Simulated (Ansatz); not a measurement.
**CsCl: stiffness from strained cells**

How stiff is the crystal, and how unevenly? Runs: cell and atoms relaxed (PAW); reference run (PAW); cell relaxed at 30 GPa (PAW); at 30 GPa (PAW); strain amplitude 0.02 (PAW).

Computed with Ansatz 0.2.0 (DFT r²SCAN, frozen-core PAW, scalar-relativistic unless said, unless a step's input says otherwise).

1 further run of the same task is left out (it didn't finish).

## 1. The structure to begin with

It takes space group Pm-3m (No. 221, cubic). Conventional cell: a = 4.123 Å, b = 4.123 Å, c = 4.123 Å, α = 90.00°, β = 90.00°, γ = 90.00°. Around Cs (site symmetry m-3m) lie 8 Cl at 3.57 Å. Cl (site symmetry m-3m) is surrounded by 8 Cs at 3.57 Å.

Structure file:

```
CELL_PARAMETERS angstrom
4.12300 0.00000 0.00000
0.00000 4.12300 0.00000
0.00000 0.00000 4.12300
ATOMIC_POSITIONS crystal
Cs 0.00000 0.00000 0.00000
Cl 0.50000 0.50000 0.50000
```

Cartesian axes are those of the input's lattice vectors. The structure goes back to a database entry.

## 2. Cell and atoms relaxed, PAW

Contents of input.yaml:

```yaml
crystal:
  lattice:
    - [4.123, 0.0, 0.0]
    - [0.0, 4.123, 0.0]
    - [0.0, 0.0, 4.123]
  atoms:
    - { symbol: Cs, position: [0.0, 0.0, 0.0] }
    - { symbol: Cl, position: [0.5, 0.5, 0.5] }
kpoints:
  mp_grid: { grid: [10, 10, 10] }
scf:
  occupations: { method: fermi_dirac, width: 0.1 }
hamiltonian:
  xc: r2scan
  pseudopotentials: { kind: paw }
relax:
  f_tol: 0.002
  max_steps: 80
  cell: {}
output:
  forces: true
  stress: true
  write_density: true
  write_potential: true
  elf: true
  volumetric_format: npy
```

Run with:

```sh
ansatz run input.yaml --threads 1 --pin off --max-ram 2560MiB --backend cpu --events-out ev --progress --plain --runs-dir out
```

## 3. Reference run, PAW

Contents of input.yaml:

```yaml
crystal:
  lattice:
    - [4.1401753716, 0.0, 0.0]
    - [0.0, 4.1401753716, 0.0]
    - [0.0, 0.0, 4.1401753716]
  atoms:
    - { symbol: Cs, position: [0.0, 0.0, 0.0] }
    - { symbol: Cl, position: [0.5, 0.5, 0.5] }
kpoints:
  mp_grid: { grid: [6, 6, 6] }
scf:
  occupations: { method: fixed }
hamiltonian:
  xc: r2scan
  pseudopotentials: { kind: paw }
elastic:
  mode: relaxed_ion
  stencil: four_point
  amplitude: 0.005
```

## 4. Cell relaxed at 30 GPa, PAW

Changes to input.yaml since step 3:

```diff
@@ -15,5 +15,8 @@
   pseudopotentials: { kind: paw }
-elastic:
-  mode: relaxed_ion
-  stencil: four_point
-  amplitude: 0.005
+relax:
+  f_tol: 0.002
+  max_steps: 80
+  cell: { p_target: 30 }
+output:
+  forces: true
+  stress: true
```

## 6. At 30 GPa, PAW

Contents of input.yaml:

```yaml
crystal:
  lattice:
    - [3.52445956556, 0.0, 0.0]
    - [0.0, 3.52445956556, 0.0]
    - [0.0, 0.0, 3.52445956556]
  atoms:
    - { symbol: Cs, position: [0.0, 0.0, 0.0] }
    - { symbol: Cl, position: [0.5, 0.5, 0.5] }
kpoints:
  mp_grid: { grid: [6, 6, 6] }
scf:
  occupations: { method: fixed }
hamiltonian:
  xc: r2scan
  pseudopotentials: { kind: paw }
elastic:
  mode: relaxed_ion
  stencil: four_point
  amplitude: 0.005
```

## 7. Strain amplitude 0.02, PAW

Changes to input.yaml since step 6:

```diff
@@ -2,5 +2,5 @@
   lattice:
-    - [3.52445956556, 0.0, 0.0]
-    - [0.0, 3.52445956556, 0.0]
-    - [0.0, 0.0, 3.52445956556]
+    - [4.1401753716, 0.0, 0.0]
+    - [0.0, 4.1401753716, 0.0]
+    - [0.0, 0.0, 4.1401753716]
   atoms:
@@ -18,2 +18,2 @@
   stencil: four_point
-  amplitude: 0.005
+  amplitude: 0.02
```

(Steps that only read results are left out.)

**Question.** What will these runs give? Wanted: C11; C12; C44; bulk, shear and Young's modulus; Debye temperature from sound speeds; universal anisotropy index.

As calculated:

| quantity | value |
| --- | --- |
| C11 (PAW) | 37 GPa |
| C12 (PAW) | 9 GPa |
| C44 (PAW) | 9 GPa |
| bulk, shear and Young's modulus | 18, 11, 27 GPa |
| Debye temperature from sound speeds | 165 K |
| universal anisotropy index | 0.24 |

In words: All eigenvalues are positive, so the crystal is mechanically stable; by PAW K = 18 and G = 11 GPa, K/G = 1.70, on the brittle side of Pugh's rough line at 1.75, which was drawn for metals. Young's modulus runs from 23 to 34 GPa with direction. At 30 GPa K rises to 135 GPa. Cautions: frozen-core PAW files fitted under PBE, their cores solved anew for the functional of the run.
